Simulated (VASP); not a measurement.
# HfS2 in VASP: further runs

One slab, HfS2, is run at these levels: PBE+D3(BJ); tasks: relaxation of cell and atoms.

All numbers are computed with VASP 6.6.1; they aren't measurements. Logs are shortened: lines on timing, memory, paths and dates and some standing lists are left out, and cuts for length are marked.

## 1. The slab as given

The cell holds a slab with vacuum, 12 atoms: a = 3.640 Å, b = 3.640 Å, c = 39.025 Å, α = 90.00°, β = 90.00°, γ = 120.00°.

## 2. Relaxation of cell and atoms, PBE+D3(BJ)

The input, INCAR:

```
PREC = Accurate ; ENCUT = 600
EDIFF = 1E-6 ; ISMEAR = 0
SIGMA = 0.03 ; LREAL = False
LASPH = True ; NELM = 80
ALGO = Normal ; ISIF = 3
LWAVE = False ; LCHARG = False
GGA = PE ; IVDW = 12
IBRION = 2 ; NSW = 90
EDIFFG = -0.01 ; LATTICE_CONSTRAINTS = .TRUE. .TRUE. .FALSE.
KPAR = 8
```

The input, KPOINTS:

```
Automatic mesh
0
Gamma
  12 12 1
```

The input, POSCAR:

```
HfS2
1.0
    3.6396641800      0.0000000000      0.0000000000
   -1.8198320900      3.1520416400      0.0000000000
    0.0000000000      0.0000000000     39.0254936200
S Hf
8 4
Direct
    0.6666666700      0.3333333400      0.2306184800
    0.3333333300      0.6666666600      0.3038733200
    0.6666666700      0.3333333400      0.3857878800
    0.3333333300      0.6666666600      0.4590427200
    0.6666666700      0.3333333400      0.5409572800
    0.3333333300      0.6666666600      0.6142121200
    0.6666666700      0.3333333400      0.6961266800
    0.3333333300      0.6666666600      0.7693815200
    0.0000000000      0.0000000000      0.2672459000
    0.0000000000      0.0000000000      0.4224153000
    0.0000000000      0.0000000000      0.5775847000
    0.0000000000      0.0000000000      0.7327541000
```

Potentials or basis: VASP PAW PBE potentials, release 64 (S, Hf_pv).

Started as:

```bash
> cat potpaw_PBE.64/S/POTCAR potpaw_PBE.64/Hf_pv/POTCAR > POTCAR
> mpirun -np 8 vasp_std > vasp.out
```

OUTCAR:

```text
PREC = Accurate
   ENCUT = 600
   EDIFF = 1E-6
   ISMEAR = 0
   LREAL = False
   LASPH = True
   NELM = 80
   ISIF = 3
   GGA = PE
   IVDW = 12
   IBRION = 2
   NSW = 90
   EDIFFG = -0.01
 IVDW          = 12

 ion  position               nearest neighbor table
   1  0.667  0.333  0.231-   9 2.54   9 2.54   9 2.54
   2  0.333  0.667  0.304-   9 2.54   9 2.54   9 2.54
   3  0.667  0.333  0.386-  10 2.54  10 2.54  10 2.54
   4  0.333  0.667  0.459-  10 2.54  10 2.54  10 2.54
   5  0.667  0.333  0.541-  11 2.54  11 2.54  11 2.54
   6  0.333  0.667  0.614-  11 2.54  11 2.54  11 2.54
   7  0.667  0.333  0.696-  12 2.54  12 2.54  12 2.54
   8  0.333  0.667  0.769-  12 2.54  12 2.54  12 2.54
   9  0.000  0.000  0.267-   2 2.54   1 2.54   1 2.54   2 2.54   1 2.54   2 2.54
  10  0.000  0.000  0.422-   3 2.54   4 2.54   3 2.54   3 2.54   4 2.54   4 2.54
  11  0.000  0.000  0.578-   6 2.54   5 2.54   6 2.54   6 2.54   5 2.54   5 2.54
  12  0.000  0.000  0.733-   8 2.54   7 2.54   7 2.54   8 2.54   7 2.54   8 2.54

  LATTYP: Found a hexagonal cell.
 ALAT       =     3.6396641800
 C/A-ratio  =    10.7222786746

  Lattice vectors:

 A1 = (   3.6396641800,   0.0000000000,   0.0000000000)
 A2 = (  -1.8198320900,   3.1520416400,   0.0000000000)
 A3 = (   0.0000000000,   0.0000000000,  39.0254936200)

Analysis of symmetry for initial positions (statically):
=====================================================================
 Subroutine PRICEL returns:
 Original cell was already a primitive cell.

 Routine SETGRP: Setting up the symmetry group for a
 hexagonal supercell.

 Subroutine GETGRP returns: Found 12 space group operations
 (whereof 12 operations were pure point group operations)
 out of a pool of 24 trial point group operations.

The static configuration has the point symmetry D_3d.

Analysis of symmetry for dynamics (positions and initial velocities):
=====================================================================
 Subroutine PRICEL returns:
 Original cell was already a primitive cell.

 Routine SETGRP: Setting up the symmetry group for a
 hexagonal supercell.

 Subroutine GETGRP returns: Found 12 space group operations
 (whereof 12 operations were pure point group operations)
 out of a pool of 24 trial point group operations.

The dynamic configuration has the point symmetry D_3d.

 Subroutine INISYM returns: Found 12 space group operations
 (whereof 12 operations are pure point group operations),
 and found     1 'primitive' translations

----------------------------------------------------------------------------------------

                                     Primitive cell

  volume of cell :     447.7150

  direct lattice vectors                    reciprocal lattice vectors
     3.639664180  0.000000000  0.000000000     0.274750623  0.158627346  0.000000000
    -1.819832090  3.152041640  0.000000000     0.000000000  0.317254692  0.000000000
     0.000000000  0.000000000 39.025493620     0.000000000  0.000000000  0.025624275

  length of vectors
     3.639664180  3.639664179 39.025493620     0.317254692  0.317254692  0.025624275

  position of ions in fractional coordinates (direct lattice)
     0.666666670  0.333333340  0.230618480
     0.333333330  0.666666660  0.303873320
     0.666666670  0.333333340  0.385787880
     0.333333330  0.666666660  0.459042720
     0.666666670  0.333333340  0.540957280
     0.333333330  0.666666660  0.614212120
     0.666666670  0.333333340  0.696126680
     0.333333330  0.666666660  0.769381520
     0.000000000  0.000000000  0.267245900
     0.000000000  0.000000000  0.422415300
     0.000000000  0.000000000  0.577584700
     0.000000000  0.000000000  0.732754100

  ion indices of the primitive-cell ions
   primitive index   ion index
                 1           1
                 2           2
                 3           3
                 4           4
                 5           5
                 6           6
                 7           7
                 8           8
                 9           9
                10          10
                11          11
                12          12

----------------------------------------------------------------------------------------

 KPOINTS: Automatic mesh

Automatic generation of k-mesh.
 Grid dimensions read from file:
 generate k-points for:   12   12    1

 Generating k-lattice:

  Cartesian coordinates                     Fractional coordinates (reciprocal lattice)
     0.022895885  0.013218946  0.000000000     0.083333333  0.000000000  0.000000000
     0.000000000  0.026437891  0.000000000     0.000000000  0.083333333  0.000000000
     0.000000000  0.000000000  0.025624275     0.000000000  0.000000000  1.000000000

  Length of vectors
     0.026437891  0.026437891  0.025624275

  Shift w.r.t. Gamma in fractional coordinates (k-lattice)
     0.000000000  0.000000000  0.000000000

 Subroutine IBZKPT returns following result:
[... 21 lines left out ...]
   NGX,Y,Z   is equivalent  to a cutoff of  13.70, 13.70, 13.63 a.u.
   NGXF,Y,Z  is equivalent  to a cutoff of  27.41, 27.41, 27.26 a.u.
 SYSTEM =  unknown system
   PREC   = accura    normal or accurate (medium, high low for compatibility)
   ISTART =      0    job   : 0-new  1-cont  2-samecut
   ICHARG =      2    charge: 1-file 2-atom 10-const
   ISPIN  =      1    spin polarized calculation?
   LNONCOLLINEAR =      F non collinear calculations
   LSORBIT =      F    spin-orbit coupling
   LASPH  =      T    aspherical Exc in radial PAW
   ENCUT  =  600.0 eV  44.10 Ry    6.64 a.u.   7.27  7.27 77.94*2*pi/ulx,y,z
   NELM   =     80;   NELMIN=  2; NELMDL= -5     # of ELM steps
   EDIFF  = 0.1E-05   stopping-criterion for ELM
   LREAL  =      F    real-space projection
   EDIFFG = -.1E-01   stopping-criterion for IOM
   NSW    =     90    number of steps for IOM
   IBRION =      2    ionic relax: 0-MD 1-quasi-New 2-CG
   NFREE  =      1    steps in history (QN), initial steepest desc. (CG)
   ISIF   =      3    stress and relaxation
   ISYM   =      2    0-nonsym 1-usesym 2-fastsym
   POTIM  = 0.5000    time-step for ionic-motion
   TEBEG  =    0.0;   TEEND  =   0.0 temperature during run
   PSTRESS=    0.0 pullay stress
   NELECT =      88.0000    total number of electrons
   NUPDOWN=      -1.0000    fix difference up-down
   EMIN   =  10.00;   EMAX   =-10.00  energy-range for DOS
   EFERMI =   0.00;   METHOD = LEGACY
   ISMEAR =     0;   SIGMA  =   0.03  broadening in eV -4-tet -1-fermi 0-gaus
   EFERMI_NEDOS =   21; number of points for ismear=-14 and -15
   IALGO  =     38    algorithm
   IMIX   =      4    mixing-type and parameters
     AMIX     =   0.40;   BMIX     =  1.00
     AMIX_MAG =   1.60;   BMIX_MAG =  1.00
  volume/ion in A,a.u.               =      37.31       251.78
  Fermi-wavevector in a.u.,A,eV,Ry     =   0.951850  1.798736 12.327128  0.906018
  Thomas-Fermi vector in A             =   2.080358
   LORBIT       =      0    0 simple, 1 ext, 2 COOP (PROOUT), +10 PAW based schemes
   GGA     = PE    functional components
   LHFCALC =     F    Hartree Fock is set to
   AEXX    =    0.0000 exact exchange contribution
   IVDW    =    12    specifies the selected vdW correction
   LEPSILON=     F    determine dielectric tensor
   LRPA    =     F    only Hartree local field effects (RPA)
 conjugate gradient relaxation of ions
 non-spin polarized calculation
 Gauss-broadening in eV      SIGMA  =   0.03
  energy-cutoff  :      600.00
  volume of cell :      447.72
 maximum number of plane-waves:     15041
 NGX is ok and might be reduce to    30
   NGX = 15   NGY = 15   NGZ =155

--------------------------------------- Ionic step        1  -------------------------------------------

 number of electron      88.0000004 magnetization

 Free energy of the ion-electron system (eV)
  ---------------------------------------------------
  ext. energy  EPLUGINS =         0.00000000
  ---------------------------------------------------
  free energy    TOTEN  =       -91.65450070 eV

  energy without entropy =      -91.65450070  energy(sigma->0) =      -91.65450070

------------------------ aborting loop because EDIFF is reached ----------------------------------------

 Edisp (eV)   -3.50834

 E8    (eV) :    -1.5329

  FORCE on cell =-STRESS in cart. coord.  units (eV):
  Direction    XX          YY          ZZ          XY          YZ          ZX
  --------------------------------------------------------------------------------------
  -------------------------------------------------------------------------------------
  Total      -2.10890    -2.10890    -0.12898     0.00000    -0.00000     0.00000
  in kB      -7.54685    -7.54685    -0.46157     0.00000    -0.00000     0.00000
  external pressure =       -5.19 kB  Pullay stress =        0.00 kB
[... 127 lines left out ...]
  FREE ENERGIE OF THE ION-ELECTRON SYSTEM (eV)
  ---------------------------------------------------
  free  energy   TOTEN  =       -95.1865263448 eV

  energy  without entropy=      -95.1865263448  energy(sigma->0) =      -95.18652634

[... ionic steps 4 to 51 ...]

--------------------------------------- Ionic step       52  -------------------------------------------

 number of electron      88.0000006 magnetization

------------------------ aborting loop because EDIFF is reached ----------------------------------------

 Edisp (eV)   -3.71629

 E8    (eV) :    -1.6273
[... 89 lines left out ...]
  energy  without entropy=      -95.2508217533  energy(sigma->0) =      -95.25082175

--------------------------------------- Ionic step       54  -------------------------------------------

 number of electron      88.0000006 magnetization

 Free energy of the ion-electron system (eV)
  ---------------------------------------------------
  ext. energy  EPLUGINS =         0.00000000
  ---------------------------------------------------
  free energy    TOTEN  =       -91.53421634 eV

  energy without entropy =      -91.53421634  energy(sigma->0) =      -91.53421634

 E-fermi :  -0.2852     XC(G=0):  -6.0871

 val. band max:       -0.4777567669   @ k =   0.0000   0.0000   0.0000
 cond. band min:       0.5967251710   @ k =   0.5000   0.0000   0.0000
 fundamental gap:      1.0744819379
 Fermi energy:        -0.2852348055

 k-point     1 :       0.0000    0.0000    0.0000
  band No.  band energies     occupation
      1     -31.1364      2.00000
      2     -31.1363      2.00000
      3     -31.1318      2.00000
      4     -31.1318      2.00000
      5     -31.0197      2.00000
      6     -31.0197      2.00000
[... 1077 lines left out ...]
  FREE ENERGIE OF THE ION-ELECTRON SYSTEM (eV)
  ---------------------------------------------------
  free  energy   TOTEN  =       -95.2508472248 eV

  energy  without entropy=      -95.2508472248  energy(sigma->0) =      -95.25084722

 reached required accuracy - stopping structural energy minimisation
```

Run time: 37 min. Hardware: 8 MPI ranks of Intel Xeon 6975P-C (Granite Rapids), shared host; peak memory 0.97 GiB.

What came out:

```
Free energy                            : -95.2508 eV
Relaxed volume                         : 36.53 Å³/atom
Relaxed cell                           : a = 3.601 Å, b = 3.601 Å, c = 39.025 Å, α = 90.00°, β = 90.00°, γ = 120.00°
Space group after relaxing (to 0.05 Å) : P-3m1 (No. 164)
Energy gained by relaxing              : 7.3 meV/atom
Ionic steps                            : 54
Largest force after relaxing           : 0.010 eV/Å
Band gap on the k mesh                 : 1.07 eV, indirect (least direct gap 1.90 eV)
Dispersion energy per atom             : -0.310 eV
```

Forces in eV/Å, atoms in the order of the input:
```
S    0.000  0.000  0.007
S    0.000  0.000  0.004
S    0.000  0.000  0.010
S    0.000  0.000  0.002
S    0.000  0.000 -0.002
S    0.000  0.000 -0.010
S    0.000  0.000 -0.004
S    0.000  0.000 -0.007
Hf   0.000  0.000  0.009
Hf   0.000  0.000  0.005
Hf   0.000  0.000 -0.005
Hf   0.000  0.000 -0.009
```

Step by step:
| step | energy change (eV) | largest force (eV/Å) | pressure (GPa) | volume (Å³) |
| --- | --- | --- | --- | --- |
| 1 | 0.0000 | 0.1725 | -0.52 | 447.72 |
| 3 | -0.0237 | 0.2757 | 0.31 | 439.86 |
| 5 | -0.0449 | 0.0377 | -0.21 | 437.37 |
| 7 | -0.0452 | 0.0358 | -0.24 | 437.82 |
| 9 | -0.0455 | 0.0559 | -0.28 | 438.21 |
| 11 | -0.0467 | 0.0662 | -0.20 | 438.12 |
| 13 | -0.0468 | 0.1661 | 0.12 | 437.78 |
| 15 | -0.0479 | 0.0998 | -0.04 | 438.00 |
| 17 | -0.0494 | 0.1061 | -0.06 | 438.40 |
| 19 | -0.0537 | 0.1333 | -0.15 | 440.03 |
| 21 | -0.0545 | 0.1526 | -0.21 | 441.16 |
| 23 | -0.0598 | 0.1442 | -0.17 | 441.05 |
| 25 | -0.0717 | 0.1335 | 0.00 | 440.56 |
| 27 | -0.0762 | 0.1111 | -0.11 | 439.06 |
| 29 | -0.0773 | 0.0434 | -0.02 | 437.70 |
| 31 | -0.0780 | 0.0587 | -0.14 | 438.50 |
| 33 | -0.0790 | 0.0506 | -0.11 | 438.52 |
| 35 | -0.0823 | 0.0683 | 0.00 | 438.58 |
| 37 | -0.0836 | 0.1215 | 0.14 | 438.79 |
| 39 | -0.0854 | 0.0911 | -0.01 | 439.94 |
| 41 | -0.0869 | 0.0523 | -0.05 | 439.50 |
| 43 | -0.0878 | 0.0189 | -0.12 | 438.77 |
| 45 | -0.0879 | 0.0198 | -0.03 | 437.97 |
| 47 | -0.0880 | 0.0196 | -0.03 | 438.11 |
| 49 | -0.0880 | 0.0114 | -0.07 | 438.28 |
| 51 | -0.0880 | 0.0130 | -0.08 | 438.38 |
| 53 | -0.0880 | 0.0126 | -0.08 | 438.32 |
| 54 | -0.0880 | 0.0095 | -0.08 | 438.30 |

Final structure:
```
CELL_PARAMETERS angstrom
3.60121 0.00000 0.00000
-1.80060 3.11874 0.00000
0.00000 0.00000 39.02549
ATOMIC_POSITIONS crystal
S 0.66667 0.33333 0.23873
S 0.33333 0.66667 0.31337
S 0.66667 0.33333 0.38785
S 0.33333 0.66667 0.46243
S 0.66667 0.33333 0.53756
S 0.33333 0.66667 0.61215
S 0.66667 0.33333 0.68663
S 0.33333 0.66667 0.76127
Hf 0.00000 0.00000 0.27609
Hf 0.00000 0.00000 0.42514
Hf 0.00000 0.00000 0.57486
Hf 0.00000 0.00000 0.72391
```

Levels at points of the mesh, in eV from the valence-band top:
| k point | band 41 | band 42 | band 43 | band 44 | band 45 | band 46 | band 47 | band 48 |
| --- | --- | --- | --- | --- | --- | --- | --- | --- |
| (0.00, 0.00, 0.00) | -0.03 | -0.03 | 0.00 | 0.00 | 2.01 | 2.01 | 2.03 | 2.03 |
| (0.50, 0.00, 0.00) | -1.14 | -1.05 | -0.99 | -0.93 | 1.07 | 1.13 | 1.18 | 1.20 |

Caveat: spin-orbit coupling is left out, which moves the levels of the heavy elements.

## 3. Relaxation of cell and atoms, PBE+D3(BJ)

This run uses another cell than the first one, of 36.53 Å³/atom, 0.979 times its volume.

The input, INCAR:

```
PREC = Accurate ; ENCUT = 600
EDIFF = 1E-7 ; ISMEAR = 0
SIGMA = 0.03 ; LREAL = False
LASPH = True ; NELM = 80
ALGO = Normal ; ISIF = 3
LWAVE = False ; LCHARG = False
GGA = PE ; IVDW = 12
IBRION = 2 ; NSW = 90
EDIFFG = -0.005 ; LATTICE_CONSTRAINTS = .TRUE. .TRUE. .FALSE.
KPAR = 8
```

KPOINTS is that of step 2.

The input, POSCAR:

```
HfS2                                    
1.0
    3.6012060906     -0.0000000000      0.0000000000
   -1.8006030453      3.1187359576      0.0000000000
    0.0000000000      0.0000000000     39.0254936200
  S               Hf            
     8     4
Direct
     0.6666666699999979    0.3333333400000029    0.2387343697382064
     0.3333333300000021    0.6666666599999971    0.3133699208006465
     0.6666666699999979    0.3333333400000029    0.3878518071257354
     0.3333333300000021    0.6666666599999971    0.4624349491333025
     0.6666666699999979    0.3333333400000029    0.5375650508666976
     0.3333333300000021    0.6666666599999971    0.6121481928742646
     0.6666666699999979    0.3333333400000029    0.6866300791993538
     0.3333333300000021    0.6666666599999971    0.7612656302617934
     0.0000000000000000    0.0000000000000000    0.2760877599700744
     0.0000000000000000    0.0000000000000000    0.4251429441786096
     0.0000000000000000    0.0000000000000000    0.5748570558213908
     0.0000000000000000    0.0000000000000000    0.7239122400299257
```

Potentials or basis: VASP PAW PBE potentials, release 64 (S, Hf_pv).

Started as:

```bash
> cat potpaw_PBE.64/S/POTCAR potpaw_PBE.64/Hf_pv/POTCAR > POTCAR
> mpirun -np 8 vasp_std > vasp.out
```

It took 31 min on 8 MPI ranks of Intel Xeon 6975P-C (Granite Rapids), shared host; peak memory 0.94 GiB.

The run converged. Its results:

* Free energy: -95.2525 eV
* Energy gained by relaxing: 0.2 meV/atom
* Ionic steps: 39
* Largest force after relaxing: 0.005 eV/Å
* Band gap on the k mesh: 1.08 eV, indirect (least direct gap 1.89 eV)
* Dispersion energy per atom: -0.312 eV

Forces on the atoms (eV/Å):
```
S    0.000  0.000  0.000
S    0.000  0.000 -0.002
S    0.000  0.000  0.005
S    0.000  0.000 -0.002
S    0.000  0.000  0.002
S    0.000  0.000 -0.005
S    0.000  0.000  0.002
S    0.000  0.000  0.000
Hf   0.000  0.000  0.004
Hf   0.000  0.000 -0.002
Hf   0.000  0.000  0.002
Hf   0.000  0.000 -0.004
```

Step by step:
| step | energy change (eV) | largest force (eV/Å) | pressure (GPa) | volume (Å³) |
| --- | --- | --- | --- | --- |
| 1 | 0.0000 | 0.0089 | -0.07 | 438.30 |
| 2 | 0.0000 | 0.0103 | -0.04 | 438.12 |
| 3 | 0.0000 | 0.0101 | -0.04 | 438.12 |
| 4 | 0.0000 | 0.0106 | -0.04 | 438.12 |
| 5 | -0.0001 | 0.0112 | -0.04 | 438.09 |
| 6 | -0.0002 | 0.0143 | -0.04 | 438.05 |
| 7 | -0.0004 | 0.0273 | -0.03 | 437.95 |
| 8 | -0.0005 | 0.0577 | -0.02 | 437.77 |
| 9 | -0.0006 | 0.0571 | -0.02 | 437.77 |
| 10 | -0.0006 | 0.0556 | -0.02 | 437.78 |
| 11 | -0.0007 | 0.0528 | -0.02 | 437.80 |
| 12 | -0.0008 | 0.0518 | -0.03 | 437.85 |
| 13 | -0.0010 | 0.0495 | -0.05 | 437.94 |
| 14 | -0.0012 | 0.0451 | -0.09 | 438.13 |
| 15 | -0.0013 | 0.0343 | -0.07 | 438.05 |
| 16 | -0.0014 | 0.0227 | -0.04 | 437.97 |
| 17 | -0.0014 | 0.0315 | 0.01 | 437.80 |
| 18 | -0.0015 | 0.0262 | -0.01 | 437.86 |
| 19 | -0.0015 | 0.0179 | -0.01 | 437.99 |
| 20 | -0.0016 | 0.0124 | -0.02 | 438.23 |
| 21 | -0.0016 | 0.0143 | -0.03 | 438.28 |
| 22 | -0.0016 | 0.0117 | -0.03 | 438.35 |
| 23 | -0.0017 | 0.0070 | -0.04 | 438.54 |
| 24 | -0.0017 | 0.0114 | -0.02 | 438.42 |
| 25 | -0.0017 | 0.0137 | -0.01 | 438.38 |
| 26 | -0.0017 | 0.0185 | 0.01 | 438.31 |
| 27 | -0.0017 | 0.0161 | 0.00 | 438.34 |
| 28 | -0.0017 | 0.0167 | 0.00 | 438.33 |
| 29 | -0.0018 | 0.0181 | 0.00 | 438.29 |
| 30 | -0.0019 | 0.0212 | 0.01 | 438.21 |
| 31 | -0.0019 | 0.0286 | 0.01 | 438.05 |
| 32 | -0.0019 | 0.0243 | 0.01 | 438.13 |
| 33 | -0.0020 | 0.0213 | 0.00 | 438.19 |
| 34 | -0.0020 | 0.0211 | -0.04 | 438.38 |
| 35 | -0.0021 | 0.0146 | -0.03 | 438.34 |
| 36 | -0.0021 | 0.0093 | -0.02 | 438.30 |
| 37 | -0.0021 | 0.0133 | 0.01 | 438.21 |
| 38 | -0.0021 | 0.0089 | -0.01 | 438.26 |
| 39 | -0.0021 | 0.0046 | -0.01 | 438.30 |

Final structure:
```cif
data_structure
_symmetry_space_group_name_H-M 'P 1'
_symmetry_Int_Tables_number 1
_cell_length_a 3.6012
_cell_length_b 3.6012
_cell_length_c 39.0255
_cell_angle_alpha 90.000
_cell_angle_beta 90.000
_cell_angle_gamma 120.000
_cell_volume 438.30
loop_
_atom_site_label
_atom_site_type_symbol
_atom_site_fract_x
_atom_site_fract_y
_atom_site_fract_z
_atom_site_occupancy
S1 S 0.66667 0.33333 0.24050 1
S2 S 0.33333 0.66667 0.31511 1
S3 S 0.66667 0.33333 0.38877 1
S4 S 0.33333 0.66667 0.46327 1
S5 S 0.66667 0.33333 0.53673 1
S6 S 0.33333 0.66667 0.61123 1
S7 S 0.66667 0.33333 0.68489 1
S8 S 0.33333 0.66667 0.75950 1
Hf1 Hf 0.00000 0.00000 0.27784 1
Hf2 Hf 0.00000 0.00000 0.42602 1
Hf3 Hf 0.00000 0.00000 0.57398 1
Hf4 Hf 0.00000 0.00000 0.72216 1
```

Levels at points of the mesh, in eV from the valence-band top:
```
           k point  band 41  band 42  band 43  band 44  band 45  band 46  band 47  band 48
(0.00, 0.00, 0.00)    -0.03    -0.03     0.00     0.00     2.01     2.01     2.03     2.03
(0.50, 0.00, 0.00)    -1.15    -1.05    -0.98    -0.90     1.08     1.14     1.18     1.20
```

Caveat: spin-orbit coupling is left out, which moves the levels of the heavy elements. Expect the measured gap to be larger: semilocal functionals such as PBE lack the derivative discontinuity.
